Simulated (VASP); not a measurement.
# Au (Fm-3m) in VASP: further runs, part 2 of 2

VASP 6.6.1.

## Step 5: Electrostatic potential, LDA

This run uses another cell than the first one, of 16.64 Å³/atom, 0.980 times its volume.

INCAR reads:

```
SYSTEM = Au
PREC = Accurate
ENCUT = 520
EDIFF = 1E-7
ISMEAR = 1
SIGMA = 0.1
LREAL = .FALSE.
LASPH = .TRUE.
NELM = 60
ALGO = Normal
ISIF = 2
LWAVE = .FALSE.
LCHARG = .TRUE.
GGA = CA
LVHAR = .TRUE.
```

KPOINTS reads:

```
regular mesh
0
G
  18 18 18
  0 0 0
```

POSCAR reads:

```
Au                                      
1.0
    0.0000000000      2.0264267393      2.0264267393
    2.0264267393      0.0000000000      2.0264267393
    2.0264267393      2.0264267393     -0.0000000000
  Au            
     1
Direct
     0.0000000000000000    0.0000000000000000    0.0000000000000000
```

Potentials or basis: VASP PAW LDA potentials, release 64 (Au).

Launch:

```
$ cat potpaw_LDA.64/Au/POTCAR > POTCAR
$ mpirun -np 1 vasp_std > vasp.out
```

OUTCAR:

```text
SYSTEM = Au
   PREC = Accurate
   ENCUT = 520
   EDIFF = 1E-7
   ISMEAR = 1
   LREAL = .FALSE.
   LASPH = .TRUE.
   NELM = 60
   ISIF = 2
   GGA = CA

 ion  position               nearest neighbor table
   1  0.000  0.000  0.000-

  LATTYP: Found a face centered cubic cell.
 ALAT       =     4.0528534786

  Lattice vectors:

 A1 = (   0.0000000000,   2.0264267393,   2.0264267393)
 A2 = (   2.0264267393,   0.0000000000,   2.0264267393)
 A3 = (   2.0264267393,   2.0264267393,   0.0000000000)

Analysis of symmetry for initial positions (statically):
=====================================================================
 Subroutine PRICEL returns:
 Original cell was already a primitive cell.

 Routine SETGRP: Setting up the symmetry group for a
 face centered cubic supercell.

 Subroutine GETGRP returns: Found 48 space group operations
 (whereof 48 operations were pure point group operations)
 out of a pool of 48 trial point group operations.

The static configuration has the point symmetry O_h .

Analysis of symmetry for dynamics (positions and initial velocities):
=====================================================================
 Subroutine PRICEL returns:
 Original cell was already a primitive cell.

 Routine SETGRP: Setting up the symmetry group for a
 face centered cubic supercell.

 Subroutine GETGRP returns: Found 48 space group operations
 (whereof 48 operations were pure point group operations)
 out of a pool of 48 trial point group operations.

The dynamic configuration has the point symmetry O_h .

 Subroutine INISYM returns: Found 48 space group operations
 (whereof 48 operations are pure point group operations),
 and found     1 'primitive' translations

----------------------------------------------------------------------------------------

                                     Primitive cell

  volume of cell :      16.6427
[... 110 lines left out ...]
  Thomas-Fermi vector in A             =   2.546359
   LORBIT       =      0    0 simple, 1 ext, 2 COOP (PROOUT), +10 PAW based schemes
   GGA     = CA    functional components
   LHFCALC =     F    Hartree Fock is set to
   AEXX    =    0.0000 exact exchange contribution
   IVDW    =     0    specifies the selected vdW correction
   LEPSILON=     F    determine dielectric tensor
   LRPA    =     F    only Hartree local field effects (RPA)
 non-spin polarized calculation
 Methfessel and Paxton  Order N= 1 SIGMA  =   0.10
  energy-cutoff  :      520.00
  volume of cell :       16.64
 maximum number of plane-waves:       464
 NGX is ok and might be reduce to    24
   NGX = 11   NGY = 11   NGZ = 11

 number of electron      10.9999999 magnetization

 Free energy of the ion-electron system (eV)
  ---------------------------------------------------
  ext. energy  EPLUGINS =         0.00000000
  ---------------------------------------------------
  free energy    TOTEN  =        -4.44543616 eV

  energy without entropy =       -4.44528430  energy(sigma->0) =       -4.44538554

 E-fermi :   9.6656     XC(G=0): -13.1204

 val. band max:        9.6636415164   @ k =   0.4444   0.4444   0.0000
 cond. band min:       9.6819581806   @ k =   0.5000   0.2778   0.1111
 fundamental gap:      0.0183166642
 Fermi energy:         9.6655616061

 k-point     1 :       0.0000    0.0000    0.0000
  band No.  band energies     occupation
      1      -0.4765      2.00000
      2       4.8525      2.00000
      3       4.8525      2.00000
      4       4.8525      2.00000
      5       6.4569      2.00000
      6       6.4569      2.00000
      7      24.1420      0.00000
      8      28.2334      0.00000
      9      28.2334      0.00000
[... 265 lines left out ...]
 k-point    24 :      -0.2222    0.0556    0.0000
  band No.  band energies     occupation
      1       1.3565      2.00000
      2       4.5664      2.00000
      3       5.1729      2.00000
      4       5.2132      2.00000
      5       6.3504      2.00000
      6       6.8575      2.00000
      7      21.4045      0.00000
      8      25.3239      0.00000
      9      28.4024      0.00000

 [... further k-points ...]

------------------------ aborting loop because EDIFF is reached ----------------------------------------

  FORCE on cell =-STRESS in cart. coord.  units (eV):
  Direction    XX          YY          ZZ          XY          YZ          ZX
  --------------------------------------------------------------------------------------
  -------------------------------------------------------------------------------------
  Total       -0.0150834     -0.0150834     -0.0150834     -0.0000000     -0.0000000      0.0000000
  in kB       -1.4520647     -1.4520647     -1.4520647     -0.0000000     -0.0000000      0.0000000
  external PRESSURE =      -1.4520647 kB  Pullay stress =       0.0000000 kB

 VOLUME and BASIS-vectors are now :
 -----------------------------------------------------------------------------
  energy-cutoff  :      520.00
  volume of cell :       16.64
      direct lattice vectors                 reciprocal lattice vectors
     0.000000000  2.026426739  2.026426739    -0.246739737  0.246739737  0.246739737
     2.026426739  0.000000000  2.026426739     0.246739737 -0.246739737  0.246739737
     2.026426739  2.026426739  0.000000000     0.246739737  0.246739737 -0.246739737

 POSITION                                       TOTAL-FORCE (eV/Angst)
 -----------------------------------------------------------------------------------
      0.00000      0.00000      0.00000         0.000000      0.000000      0.000000
 -----------------------------------------------------------------------------------
    total drift:                               -0.000000     -0.000000     -0.000000

  FREE ENERGIE OF THE ION-ELECTRON SYSTEM (eV)
  ---------------------------------------------------
  free  energy   TOTEN  =        -4.4454361639 eV

  energy  without entropy=       -4.4452842951  energy(sigma->0) =       -4.44538554
```

OSZICAR:

```text
N       E                     dE             d eps       ncg     rms          rms(c)
DAV:   1     0.417973206487E+02    0.41797E+02   -0.58716E+03  3870   0.109E+03
DAV:   2    -0.440094766610E+01   -0.46198E+02   -0.43234E+02  3628   0.200E+02
DAV:   3    -0.477108824657E+01   -0.37014E+00   -0.36963E+00  4269   0.191E+01
DAV:   4    -0.477201023791E+01   -0.92199E-03   -0.92197E-03  3945   0.973E-01
DAV:   5    -0.477201628665E+01   -0.60487E-05   -0.60484E-05  3978   0.762E-02    0.104E+01
DAV:   6    -0.447262595042E+01    0.29939E+00   -0.97438E-01  3588   0.955E+00    0.637E+00
DAV:   7    -0.444887293415E+01    0.23753E-01   -0.81155E-02  3775   0.266E+00    0.292E+00
DAV:   8    -0.444543677346E+01    0.34362E-02   -0.21470E-03  3728   0.583E-01    0.247E-01
DAV:   9    -0.444543514025E+01    0.16332E-05   -0.65194E-06  3990   0.311E-02    0.859E-03
DAV:  10    -0.444543616264E+01   -0.10224E-05   -0.86148E-07  3925   0.887E-03    0.516E-04
DAV:  11    -0.444543616388E+01   -0.12416E-08   -0.20100E-08  2156   0.150E-03
   1 F= -.44454362E+01 E0= -.44453855E+01  d E =-.151869E-03
```

It took 7.8 s on 1 thread of Intel Xeon 6975P-C (Granite Rapids), shared host; peak memory 0.16 GiB.

Results:

| Item | Value |
| --- | --- |
| Free energy | -4.4454 eV |
| Pressure | -0.1 GPa |
| Band gap on the k mesh | none (metal or under the smearing width) |

Levels at points of the mesh, in eV from the Fermi level:
```
           k point  band 3  band 4  band 5  band 6  band 7  band 8  band 9
(0.00, 0.00, 0.00)   -4.81   -4.81   -3.21   -3.21   14.48   18.57   18.57
(0.50, 0.00, 0.00)   -4.85   -1.95   -1.95   -1.09    3.21   13.94   17.22
(0.50, 0.50, 0.00)   -1.99   -1.61   -1.61    0.92    5.97   10.01   10.01
```

The run has no spin-orbit coupling, so splittings on Au are missing.
